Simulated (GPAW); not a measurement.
A run of GPAW 26.7.0:

File run.py:

```python
from ase import Atoms
from ase.filters import FrechetCellFilter
from ase.io import write
from ase.optimize import BFGS
from ase.units import GPa
from gpaw import GPAW, PW, setup_paths

setup_paths.insert(0, '.')

atoms = Atoms(['Au', 'Al', 'Al'],
              cell=[[0.0, 3.0, 3.0],
                    [3.0, 0.0, 3.0],
                    [3.0, 3.0, 0.0]],
              scaled_positions=[[0.0, 0.0, 0.0],
                                [0.75, 0.75, 0.75],
                                [0.25, 0.25, 0.25]],
              pbc=True)

calc = GPAW(mode=PW(600),
            xc='PBEsol',
            kpts={'size': (8, 8, 8), 'gamma': True},
            occupations={'name': 'fermi-dirac', 'width': 0.05},
            nbands=20,
            convergence={'density': 1e-05, 'forces': 0.0001},
            maxiter=150,
            txt='gpaw.txt')
atoms.calc = calc
opt = BFGS(FrechetCellFilter(atoms, scalar_pressure=10 * GPa), trajectory='relax.traj', logfile='-')
done = opt.run(fmax=0.02, steps=60)
calc.write('gs.gpw')
write('result.traj', atoms)
print('Converged:', done)
print('Cell:', atoms.cell.cellpar().round(4))
print('Volume:', round(atoms.get_volume(), 4))
print(atoms.get_scaled_positions().round(5))
```

Potentials or basis: PAW data sets generated in the run's folder for this functional, pw.

Launch:

```console
$ gpaw-setup -f PBEsol Al Au
$ OMP_NUM_THREADS=1 python run.py
```

Hardware: 1 thread of Arm Neoverse V2, on a shared host.

**Question.** Estimate the wall time of this run.

**Answer.** Run time: 67 s on 1 thread of Arm Neoverse V2 (shared host), peak memory 0.22 GiB. Counts: scf iterations 41, plane waves 1826, bands 20, k points 29, ion steps 4.
